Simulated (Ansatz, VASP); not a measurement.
**One calculation of C, two programs**

Contents of INCAR:

```
SYSTEM = C
ALGO     = Normal         ! electronic algorithm
EDIFF    = 1E-6           ! SCF threshold, eV
EDIFFG   = -0.02          ! ionic threshold
ENCUT    = 600            ! plane-wave cutoff, eV
GGA      = PE             ! functional
IBRION   = 2              ! ionic algorithm
ISIF     = 3              ! what is computed and relaxed
ISMEAR   = -1             ! smearing method
LASPH    = .True.         ! aspherical terms in the spheres
LCHARG   = .False.        ! write CHGCAR
LREAL    = .False.        ! projectors in reciprocal space
LWAVE    = .False.        ! write WAVECAR
NELM     = 60             ! most SCF steps
NSW      = 60             ! ionic steps
PREC     = Accurate       ! precision mode
SIGMA    = 0.05           ! smearing width, eV
```

File KPOINTS:

```
k-points
0
Gamma
  13 13 13
  0 0 0
```

POSCAR

```
C
1.0
    0.0000000000      1.7833700000      1.7833700000
    1.7833700000      0.0000000000      1.7833700000
    1.7833700000      1.7833700000      0.0000000000
C
2
Direct
    0.7500000000      0.7500000000      0.7500000000
    0.5000000000      0.5000000000      0.5000000000
```

input.yaml

```yaml
crystal:
  lattice:
    - [0.0, 1.78337, 1.78337]
    - [1.78337, 0.0, 1.78337]
    - [1.78337, 1.78337, 0.0]
  atoms:
    - { symbol: C, position: [0.75, 0.75, 0.75] }
    - { symbol: C, position: [0.5, 0.5, 0.5] }
hamiltonian:
  xc: pbe
  pseudopotentials: { kind: paw }
kpoints:
  mp_grid: { grid: [13, 13, 13] }
scf:
  occupations: { method: fermi_dirac, width: 0.05 }
output:
  forces: true
  stress: true
  write_density: true
  write_potential: true
  elf: true
  volumetric_format: npy
relax:
  f_tol: 0.01
  max_steps: 40
  cell: { stress_tol: 0.05 }
```

This isn't the form of C at room conditions, which is graphite.

Alike in both runs: task relaxation of cell and atoms; functional PBE; k mesh 13 × 13 × 13; occupations fermi-dirac, width 0.05 eV; no spin polarisation.

|  | VASP | Ansatz |
| --- | --- | --- |
| version | VASP 6.6.1 | Ansatz 0.2.0 |
| potentials or method | VASP PAW PBE potentials, release 54 (C) | Ansatz PAW |
| plane-wave cutoff (eV) | 600 | 420 |
| valence electrons in the cell | 8 | 8 |

|  | VASP | Ansatz | Ansatz less VASP |
| --- | --- | --- | --- |
| gap on the k mesh at the Fermi level, each at its own relaxed structure (eV) | 4.13 | 4.14 | +0.007 |
| relaxed volume (Å³/atom) | 5.70 | 5.69 | -0.001 |
| relaxed cell length with the largest relative difference (Å) | 2.526 | 2.525 | -0.0001 |

Caveats: an odd mesh through Γ misses points on the zone boundary, where band edges often lie (VASP); odd divisions of the mesh miss points on the zone boundary, where band edges often lie, so the gap on the mesh can be too wide (Ansatz); the plane-wave basis is chosen anew once the cell has moved, so the energies of steps on either side of that aren't comparable (Ansatz); the pressure holds a Pulay correction of +1.0 GPa for the finite cutoff (Ansatz). Zero-point motion and thermal expansion aren't in these numbers.
